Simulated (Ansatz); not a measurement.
Ansatz input

```yaml
crystal:
  lattice:
    - [5.083, 0.0, 0.0]
    - [0.0, 5.083, 0.0]
    - [0.0, 0.0, 5.083]
  atoms:
    - { symbol: W, position: [0.0, 0.0, 0.0] }
    - { symbol: W, position: [0.5, 0.5, 0.5] }
    - { symbol: W, position: [0.0, 0.5, 0.25] }
    - { symbol: W, position: [0.0, 0.5, 0.75] }
    - { symbol: W, position: [0.25, 0.0, 0.5] }
    - { symbol: W, position: [0.75, 0.0, 0.5] }
    - { symbol: W, position: [0.5, 0.75, 0.0] }
    - { symbol: W, position: [0.5, 0.25, 0.0] }
hamiltonian:
  xc: pbe
  pseudopotentials:
    kind: paw
    azcp:
      W: "pseudopotentials/W.paw.azcp"
basis:
  ecutwfc: 420
  fft_grid_basis: typed
kpoints:
  mp_grid: { grid: [5, 5, 5], shift: [0, 0, 0] }
magnetization:
  spin_polarized: false
scf:
  occupations: { method: fermi_dirac, width: 0.1 }
relax:
  max_steps: 60
  f_tol: 0.01
  cell: {}
```

Output

```
Engine: ansatz 0.2.0, x86_64-unknown-linux-gnu
Pseudopotentials: kind: paw
Pseudopotential: W, paw, valence charge 14, recommended cutoff 420 eV (normal) 
Functional definition: PBE
  parameter kappa = 0.804
  parameter beta = 0.06672455060314922
  exchange = pbe_x(kappa = kappa, mu = beta*pi^2/3)
  correlation = pbe_c(beta = beta)
Crystal: 8 atoms, lattice volume = 131.329 Å³
Basis set: ecut = 420 eV, 2553 PW (Γ), exchange–correlation on 72×72×72 points (8 copies of the dense FFT grid, shifted against one another)
Bands: 68, of which v1, the nominal top of the filled ones, is band 56 counted from 1 (55 counted from 0)
Symmetry: 48 space group operations
Space group: Pm-3n (ITA 223), of the structure as read, at distance tolerance 5.1e-5 Å
k-points: 10 of 125
Non-local potential: W, projectors of the file, l = 0: 3, l = 1: 2, l = 2: 2, l = 3: 1
PAW form: soft (Blöchl's): semilocal exchange-correlation on the pseudo side does not see the compensation charge
PAW one-centre angular grid: W, 590 points (default); XC on 64 Gauss nodes
Initial density: superposition of atomic densities (neutral atoms: chi_scale 0, normalization atom), corrected by the library's trained network
Initial wavefunctions: pseudopotential atomic-orbital guess
Functional: x = pbe(κ = 0.804, μ = 0.2195149727645171), c = pbe(β = 0.06672455060314922)
SCF iter   1: F=—  HF=-83077.929446 eV  |F-HF|=—  |Δ(HF+E_count)|=         —  Δρ=6.16e-3  dr2=3.99e-2  ethr=1.77e-3  ⟨swp⟩=4.1  Hψ=2522  notcnv=0
SCF iter   2: F=—  HF=-83077.923558 eV  |F-HF|=—  |Δ(HF+E_count)|=   5.89e-3  Δρ=3.49e-3  dr2=1.12e-2  ethr=3.56e-5  ⟨swp⟩=1.0  Hψ=790  notcnv=0
SCF iter   3: F=—  HF=-83077.921465 eV  |F-HF|=—  |Δ(HF+E_count)|=   2.09e-3  Δρ=3.24e-4  dr2=7.33e-5  ethr=1.00e-5  ⟨swp⟩=2.0  Hψ=826  notcnv=0
SCF iter   4: F=—  HF=-83077.921325 eV  |F-HF|=—  |Δ(HF+E_count)|=   1.40e-4  Δρ=5.59e-5  dr2=1.73e-6  ethr=6.54e-8  ⟨swp⟩=2.2  Hψ=1115  notcnv=0
iter 5 did not close the SCF: its close was put off for the readings that it lacked (scf_convergence_deferred on its scf_iter line)
SCF iter   5: F=-83077.921325 eV  HF=-83077.921325 eV  |F-HF|=9.75e-10  |Δ(HF+E_count)|=   4.41e-7  Δρ=9.21e-6  dr2=6.34e-8  ethr=1.54e-9  ⟨swp⟩=2.0  Hψ=897  notcnv=0
SCF iter   6: F=-83077.921325 eV  HF=-83077.921325 eV  |F-HF|=6.26e-10  |Δ(HF+E_count)|=   4.32e-9  Δρ=1.56e-6  dr2=2.51e-9  ethr=5.66e-11  ⟨swp⟩=2.8  Hψ=2211  notcnv=0
SCF 1 converged in 6 iterations: F = -83077.921325 eV  dr2 = 2.51e-9
relax step   1: F+E_penalty+E_count = -83077.92132503 eV  Δ(F+E_penalty+E_count) = +0.000e0 eV  max|allowed force component| = 1.923e-17 eV/Å  Δτ_max = 0.0000 Å  P = -0.824 GPa  Ω = 131.329 Å³  (6 SCF iters, dr2 threshold 1.00e-7 eV, accepted)
...
SCF iter   5: F=-83077.922273 eV  HF=-83077.922273 eV  |F-HF|=5.82e-11  |Δ(HF+E_count)|=  5.82e-11  Δρ=5.25e-9  dr2=2.22e-14  ethr=1.00e-12  ⟨swp⟩=1.0  Hψ=680  notcnv=0
iter 6 did not close the SCF: its close was put off for the readings that it lacked (scf_convergence_deferred on its scf_iter line)
SCF iter   6: F=-83077.922273 eV  HF=-83077.922273 eV  |F-HF|=0.00e0  |Δ(HF+E_count)|=  2.91e-11  Δρ=1.49e-9  dr2=1.49e-15  ethr=1.00e-12  ⟨swp⟩=1.0  Hψ=680  notcnv=0
SCF iter   7: F=-83077.922273 eV  HF=-83077.922273 eV  |F-HF|=1.46e-11  |Δ(HF+E_count)|=  1.46e-11  Δρ=4.79e-10  dr2=8.52e-17  ethr=1.00e-12  ⟨swp⟩=1.1  Hψ=1401  notcnv=0
SCF 4 converged in 7 iterations: F = -83077.922273 eV  dr2 = 8.52e-17
relax step   4: F+E_penalty+E_count = -83077.92227253 eV  Δ(F+E_penalty+E_count) = +1.587e-4 eV  max|allowed force component| = 2.313e-17 eV/Å  Δτ_max = 0.0000 Å  P = -0.012 GPa  Ω = 130.969 Å³  stress off target by 1.24e-2 GPa  SCF on the basis re-selected at this cell (its energy is not comparable with the rows above)  (7 SCF iters)
basis re-selected at this cell: Δ(F+E_penalty+E_count) = +1.587e-4 eV, ΔP = +0.000 GPa vs the last step (what re-selecting the basis moved, of the pressure what is left beyond the Pulay correction that the steps carried, after the strain that the cell walked since its last selection, with what the two solves' SCF thresholds leave and, on support functions, any second-order correction that the steps lacked; it is no measure of the basis error at this ecutwfc). This SCF's stress stands 1.24e-2 GPa from its target on what of the cell is left free (relax.cell.stress_tol is 5.00e-2 GPa) and its largest allowed force component is 2.31e-17 eV/Å (relax.f_tol is 1.00e-2 eV/Å): within both
SCF converged after 7 iterations
Free energy (F): -83077.922273 eV
Harris-Foulkes:  -83077.922273 eV  (|F-HF|=1.46e-11)
Internal energy: -83077.819041 eV  (E = F + TS)
E sigma→0 (E₀):  -83077.870657 eV
Entropy (-TS):   -0.103231 eV (-12.904 meV/atom)
Fermi energy:    21.540176 eV
--- Per-component energies (eV) ---
  E_band       = -739.429273
  E_kinetic    = 3593.714616
  E_local      = -5030.089648  (includes V_loc(G=0)·N_el)
  E_nonlocal   = 3.813483
  E_hartree    = 1799.867811
  E_xc         = -2133.477253
  E_vxc        = -1907.635037  (∫ρ·V_xc dr)
  E_paw        = -68499.314871  (= ΣΔE_a)
  E_vpaw       = -998.967833  (= ΣTr[D̂ρ^β])
  E_aug_tail   = -0.000477  (compensation charges beyond the density's cutoff)
  E_ewald      = -12812.332703
  E_smearing   = -0.103231  (= −TS)
  E_closure    = -0.000000  (closes the sum)
  Σ components = -83077.922273   (vs F -83077.922273, Δ=0.00e0)
--- Forces (eV/Å), atoms counted from 1 ---
  atom   1  W      0.00000000    -0.00000000    -0.00000000
  atom   2  W      0.00000000     0.00000000     0.00000000
  atom   3  W      0.00000000    -0.00000000    -0.00000000
  atom   4  W     -0.00000000     0.00000000     0.00000000
  atom   5  W     -0.00000000    -0.00000000     0.00000000
  atom   6  W      0.00000000     0.00000000    -0.00000000
  atom   7  W      0.00000000     0.00000000     0.00000000
  atom   8  W     -0.00000000    -0.00000000    -0.00000000
  max |Σ_I F_I| component: 1.16e-17 eV/Å
--- Stress (GPa, compression-positive) ---
       -0.012401      -0.000000       0.000000
       -0.000000      -0.012401      -0.000000
        0.000000      -0.000000      -0.012401
  P = ⅓ Tr σ = -0.0124 GPa (-0.124 kbar)
--- Relaxed structure (3 steps of the walk, 2 accepted, 1 SCFs on fresh bases) ---
  F+E_penalty+E_count = -83077.92227253 eV   max|allowed force component| = 2.313e-17 eV/Å   (the final SCF, on the basis selected at the relaxed cell)
  cell:  # Å, volume = 130.9686 Å³
    - [5.078346737071199, -1.6049416203226965e-35, 3.209883240645393e-35]
    - [1.6049416203226965e-35, 5.078346737071199, 0.0]
    - [3.209883240645393e-35, 0.0, 5.078346737071199]
  atoms:
    - { symbol: W, position: [4.08250907072912e-36, -1.4769802453770754e-36, -4.440191134327744e-37] }
    - { symbol: W, position: [0.5, 0.5, 0.5] }
    - { symbol: W, position: [-6.179265995272776e-36, 0.5, 0.25] }
    - { symbol: W, position: [-5.3898986825034006e-36, 0.5, 0.7500000000000001] }
    - { symbol: W, position: [0.25, 3.160552717143012e-36, 0.5] }
    - { symbol: W, position: [0.7500000000000001, -4.733120410550754e-36, 0.5] }
    - { symbol: W, position: [0.5, 0.7500000000000001, 9.37373683913635e-37] }
    - { symbol: W, position: [0.5, 0.25, 1.4800637114425794e-37] }
```
